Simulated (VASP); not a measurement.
# Pd (Fm-3m) in VASP: a series of runs, part 2 of 2

VASP 6.6.1. Earlier steps stand in the parts before.

### Step 3. Relaxation of cell and atoms, AM05

This run uses another cell than the first one, of 14.48 Å³/atom, 0.981 times its volume.

File INCAR:

```
SYSTEM = Pd
  ALGO = Normal
  EDIFF = 1E-7
  EDIFFG = -0.005
  ENCUT = 600
  GGA = AM
  IBRION = 2
  ISIF = 3
  ISMEAR = 1
  LASPH = .TRUE.
  LCHARG = .FALSE.
  LREAL = .FALSE.
  LWAVE = .FALSE.
  NELM = 80
  NSW = 90
  PREC = Accurate
  SIGMA = 0.1
```

File KPOINTS:

```
k-points
0
G
  16 16 16
  0 0 0
```

File POSCAR:

```
Pd                                      
1.0
    0.0000000000      1.9343497739      1.9343497739
    1.9343497739      0.0000000000      1.9343497739
    1.9343497739      1.9343497739     -0.0000000000
  Pd            
     1
Direct
     0.0000000000000000    0.0000000000000000    0.0000000000000000
```

Potentials or basis: VASP PAW PBE potentials, release 64 (Pd).

Started as:

```bash
$ cat potpaw_PBE.64/Pd/POTCAR > POTCAR
$ mpirun -np 1 vasp_std > vasp.out
```

OUTCAR:

```text
SYSTEM = Pd
   EDIFF = 1E-7
   EDIFFG = -0.005
   ENCUT = 600
   GGA = AM
   IBRION = 2
   ISIF = 3
   ISMEAR = 1
   LASPH = .TRUE.
   LREAL = .FALSE.
   NELM = 80
   NSW = 90
   PREC = Accurate

 ion  position               nearest neighbor table
   1  0.000  0.000  0.000-

  LATTYP: Found a face centered cubic cell.
 ALAT       =     3.8686995478

  Lattice vectors:

 A1 = (   0.0000000000,   1.9343497739,   1.9343497739)
 A2 = (   1.9343497739,   0.0000000000,   1.9343497739)
 A3 = (   1.9343497739,   1.9343497739,   0.0000000000)

Analysis of symmetry for initial positions (statically):
=====================================================================
 Subroutine PRICEL returns:
 Original cell was already a primitive cell.

 Routine SETGRP: Setting up the symmetry group for a
 face centered cubic supercell.

 Subroutine GETGRP returns: Found 48 space group operations
 (whereof 48 operations were pure point group operations)
 out of a pool of 48 trial point group operations.

The static configuration has the point symmetry O_h .

Analysis of symmetry for dynamics (positions and initial velocities):
=====================================================================
 Subroutine PRICEL returns:
 Original cell was already a primitive cell.

 Routine SETGRP: Setting up the symmetry group for a
 face centered cubic supercell.

 Subroutine GETGRP returns: Found 48 space group operations
 (whereof 48 operations were pure point group operations)
 out of a pool of 48 trial point group operations.

The dynamic configuration has the point symmetry O_h .

 Subroutine INISYM returns: Found 48 space group operations
 (whereof 48 operations are pure point group operations),
 and found     1 'primitive' translations

----------------------------------------------------------------------------------------

                                     Primitive cell

  volume of cell :      14.4755

  direct lattice vectors                    reciprocal lattice vectors
     0.000000000  1.934349774  1.934349774    -0.258484793  0.258484793  0.258484793
     1.934349774  0.000000000  1.934349774     0.258484793 -0.258484793  0.258484793
     1.934349774  1.934349774  0.000000000     0.258484793  0.258484793 -0.258484793

  length of vectors
     2.735583685  2.735583685  2.735583685     0.447708794  0.447708794  0.447708794

  position of ions in fractional coordinates (direct lattice)
     0.000000000  0.000000000  0.000000000

  ion indices of the primitive-cell ions
   primitive index   ion index
                 1           1

----------------------------------------------------------------------------------------

 KPOINTS: k-points

Automatic generation of k-mesh.
 Grid dimensions read from file:
 generate k-points for:   16   16   16

 Generating k-lattice:

  Cartesian coordinates                     Fractional coordinates (reciprocal lattice)
    -0.016155300  0.016155300  0.016155300     0.062500000  0.000000000  0.000000000
     0.016155300 -0.016155300  0.016155300     0.000000000  0.062500000  0.000000000
     0.016155300  0.016155300 -0.016155300     0.000000000  0.000000000  0.062500000

  Length of vectors
     0.027981800  0.027981800  0.027981800

  Shift w.r.t. Gamma in fractional coordinates (k-lattice)
     0.000000000  0.000000000  0.000000000

 Subroutine IBZKPT returns following result:
 ===========================================

 Found    145 irreducible k-points:

 Following reciprocal coordinates:
            Coordinates               Weight
  0.000000  0.000000  0.000000      1.000000
  0.062500  0.000000  0.000000      8.000000
  0.125000  0.000000  0.000000      8.000000
  0.187500  0.000000  0.000000      8.000000
  0.250000  0.000000  0.000000      8.000000
  0.312500  0.000000  0.000000      8.000000
[... 16 lines left out ...]
 -0.125000  0.062500  0.000000     24.000000
 -0.062500  0.062500  0.000000     12.000000
 [... further k-points ...]
   k-points           NKPTS =    145   k-points in BZ     NKDIM =    145   number of bands    NBANDS=      9
   number of dos      NEDOS =    301   number of ions     NIONS =      1
   total plane-waves  NPLWV =  13824
   dimension x,y,z NGX =    24 NGY =   24 NGZ =   24
   dimension x,y,z NGXF=    48 NGYF=   48 NGZF=   48
   ions per type =               1
   NGX,Y,Z   is equivalent  to a cutoff of  14.59, 14.59, 14.59 a.u.
   NGXF,Y,Z  is equivalent  to a cutoff of  29.17, 29.17, 29.17 a.u.
 SYSTEM =  Pd
   PREC   = accura    normal or accurate (medium, high low for compatibility)
   ISTART =      0    job   : 0-new  1-cont  2-samecut
   ICHARG =      2    charge: 1-file 2-atom 10-const
   ISPIN  =      1    spin polarized calculation?
   LNONCOLLINEAR =      F non collinear calculations
   LSORBIT =      F    spin-orbit coupling
   LASPH  =      T    aspherical Exc in radial PAW
   ENCUT  =  600.0 eV  44.10 Ry    6.64 a.u.   5.46  5.46  5.46*2*pi/ulx,y,z
   NELM   =     80;   NELMIN=  2; NELMDL= -5     # of ELM steps
   EDIFF  = 0.1E-06   stopping-criterion for ELM
   LREAL  =      F    real-space projection
   EDIFFG = -.5E-02   stopping-criterion for IOM
   NSW    =     90    number of steps for IOM
   IBRION =      2    ionic relax: 0-MD 1-quasi-New 2-CG
   NFREE  =      1    steps in history (QN), initial steepest desc. (CG)
   ISIF   =      3    stress and relaxation
   ISYM   =      2    0-nonsym 1-usesym 2-fastsym
   POTIM  = 0.5000    time-step for ionic-motion
   TEBEG  =    0.0;   TEEND  =   0.0 temperature during run
   PSTRESS=    0.0 pullay stress
   NELECT =      10.0000    total number of electrons
   NUPDOWN=      -1.0000    fix difference up-down
   EMIN   =  10.00;   EMAX   =-10.00  energy-range for DOS
   EFERMI =   0.00;   METHOD = LEGACY
   ISMEAR =     1;   SIGMA  =   0.10  broadening in eV -4-tet -1-fermi 0-gaus
   EFERMI_NEDOS =   21; number of points for ismear=-14 and -15
   IALGO  =     38    algorithm
   IMIX   =      4    mixing-type and parameters
     AMIX     =   0.40;   BMIX     =  1.00
     AMIX_MAG =   1.60;   BMIX_MAG =  1.00
  volume/ion in A,a.u.               =      14.48        97.69
  Fermi-wavevector in a.u.,A,eV,Ry     =   1.447204  2.734819 28.496043  2.094400
  Thomas-Fermi vector in A             =   2.565186
   LORBIT       =      0    0 simple, 1 ext, 2 COOP (PROOUT), +10 PAW based schemes
   GGA     = AM    functional components
   LHFCALC =     F    Hartree Fock is set to
   AEXX    =    0.0000 exact exchange contribution
   IVDW    =     0    specifies the selected vdW correction
   LEPSILON=     F    determine dielectric tensor
   LRPA    =     F    only Hartree local field effects (RPA)
 conjugate gradient relaxation of ions
 non-spin polarized calculation
 Methfessel and Paxton  Order N= 1 SIGMA  =   0.10
  energy-cutoff  :      600.00
  volume of cell :       14.48
 maximum number of plane-waves:       531
 NGX is ok and might be reduce to    24
   NGX = 11   NGY = 11   NGZ = 11

 number of electron      10.0000001 magnetization

 Free energy of the ion-electron system (eV)
  ---------------------------------------------------
  ext. energy  EPLUGINS =         0.00000000
  ---------------------------------------------------
  free energy    TOTEN  =        -5.66136145 eV

  energy without entropy =       -5.66141525  energy(sigma->0) =       -5.66137939

 E-fermi :   9.9682     XC(G=0): -13.4780

 val. band max:        9.9662920926   @ k =   0.5000   0.1250   0.0000
 cond. band min:       9.9734241679   @ k =   0.5000   0.3750   0.0625
 fundamental gap:      0.0071320753
 Fermi energy:         9.9682172922

 k-point     1 :       0.0000    0.0000    0.0000
  band No.  band energies     occupation
      1       2.5641      2.00000
      2       7.0193      2.00000
      3       7.0193      2.00000
      4       7.0193      2.00000
      5       8.7026      2.00000
      6       8.7026      2.00000
      7      27.0474      0.00000
      8      31.9643      0.00000
      9      31.9643      0.00000

 k-point     2 :       0.0625    0.0000    0.0000
  band No.  band energies     occupation
      1       2.7086      2.00000
      2       6.9662      2.00000
      3       7.0702      2.00000
      4       7.0702      2.00000
      5       8.6777      2.00000
      6       8.6777      2.00000
      7      27.2069      0.00000
      8      31.0177      0.00000
      9      32.1355      0.00000
[... 253 lines left out ...]
 k-point    24 :      -0.0625    0.0625    0.0000
  band No.  band energies     occupation
      1       2.9434      2.00000
      2       6.8648      2.00000
      3       7.1404      2.00000
      4       7.1792      2.00000
      5       8.5616      2.00000
      6       8.7269      2.00000
      7      27.4409      0.00000
      8      30.1164      0.00000
      9      31.7739      0.00000

 [... further k-points ...]
[... 5 lines left out ...]
  --------------------------------------------------------------------------------------
  -------------------------------------------------------------------------------------
  Total       -0.0030194     -0.0030194     -0.0030194      0.0000000      0.0000000      0.0000000
  in kB       -0.3341974     -0.3341974     -0.3341974      0.0000000      0.0000000      0.0000000
  external PRESSURE =      -0.3341974 kB  Pullay stress =       0.0000000 kB

 VOLUME and BASIS-vectors are now :
 -----------------------------------------------------------------------------
  energy-cutoff  :      600.00
  volume of cell :       14.48
      direct lattice vectors                 reciprocal lattice vectors
     0.000000000  1.934349774  1.934349774    -0.258484793  0.258484793  0.258484793
     1.934349774  0.000000000  1.934349774     0.258484793 -0.258484793  0.258484793
     1.934349774  1.934349774  0.000000000     0.258484793  0.258484793 -0.258484793

 POSITION                                       TOTAL-FORCE (eV/Angst)
 -----------------------------------------------------------------------------------
      0.00000      0.00000      0.00000         0.000000      0.000000      0.000000
 -----------------------------------------------------------------------------------
    total drift:                               -0.000000      0.000000      0.000000

  FREE ENERGIE OF THE ION-ELECTRON SYSTEM (eV)
  ---------------------------------------------------
  free  energy   TOTEN  =        -5.6613614525 eV

  energy  without entropy=       -5.6614152529  energy(sigma->0) =       -5.66137939

 reached required accuracy - stopping structural energy minimisation
```

OSZICAR:

```text
N       E                     dE             d eps       ncg     rms          rms(c)
DAV:   1     0.425237750729E+02    0.42524E+02   -0.58112E+03  2618   0.118E+03
DAV:   2    -0.562486807360E+01   -0.48149E+02   -0.46946E+02  2829   0.206E+02
DAV:   3    -0.602392383306E+01   -0.39906E+00   -0.39667E+00  3009   0.222E+01
DAV:   4    -0.602585268306E+01   -0.19289E-02   -0.19288E-02  3041   0.142E+00
DAV:   5    -0.602587355823E+01   -0.20875E-04   -0.20875E-04  2971   0.128E-01    0.869E+00
DAV:   6    -0.567893214658E+01    0.34694E+00   -0.15856E+00  2663   0.120E+01    0.397E+00
DAV:   7    -0.566609113098E+01    0.12841E-01   -0.10525E-02  2940   0.950E-01    0.209E+00
DAV:   8    -0.566135339266E+01    0.47377E-02   -0.12469E-03  2839   0.275E-01    0.684E-02
DAV:   9    -0.566135713540E+01   -0.37427E-05   -0.10658E-05  3663   0.338E-02    0.101E-02
DAV:  10    -0.566136149437E+01   -0.43590E-05   -0.13351E-06  2934   0.113E-02    0.142E-03
DAV:  11    -0.566136145252E+01    0.41850E-07   -0.18458E-08  1820   0.124E-03
   1 F= -.56613615E+01 E0= -.56613794E+01  d E =-.566136E+01
```

CONTCAR:

```text
Pd
   1.00000000000000
     0.0000000000000000    1.9343497739000000    1.9343497739000000
     1.9343497739000000    0.0000000000000000    1.9343497739000000
     1.9343497739000000    1.9343497739000000    0.0000000000000000
  Pd
     1
Direct
     0.0000000000000000    0.0000000000000000    0.0000000000000000

  0.00000000E+00  0.00000000E+00  0.00000000E+00
```

It took 14 s on 1 thread of Intel Xeon Platinum 8488C (Sapphire Rapids), shared host; peak memory 0.16 GiB.

What came out:

| Quantity | Value |
| --- | --- |
| Free energy | -5.6614 eV |
| Pressure after relaxing | 0.0 GPa |
| Band gap on the k mesh | none (metal or under the smearing width) |

Final structure:
```
Pd
1.0
     0.00000    1.93435    1.93435
     1.93435    0.00000    1.93435
     1.93435    1.93435    0.00000
Pd
1
Cartesian
  0.0000 0.0000 0.0000
```

Levels at points of the mesh, in eV from the Fermi level:
```tsv
k point	band 2	band 3	band 4	band 5	band 6	band 7	band 8	band 9
(0.00, 0.00, 0.00)	-2.95	-2.95	-2.95	-1.27	-1.27	17.08	22.00	22.00
(0.50, 0.00, 0.00)	-2.99	-2.99	-0.03	-0.03	0.85	7.41	16.43	21.21
(0.50, 0.50, 0.00)	-5.30	-0.05	0.29	0.29	3.23	10.90	13.22	13.22
```

Caveat: the relaxation stopped at its first step, so nothing moved; the PAW data sets were made with another functional, which shifts forces and pressure a little.
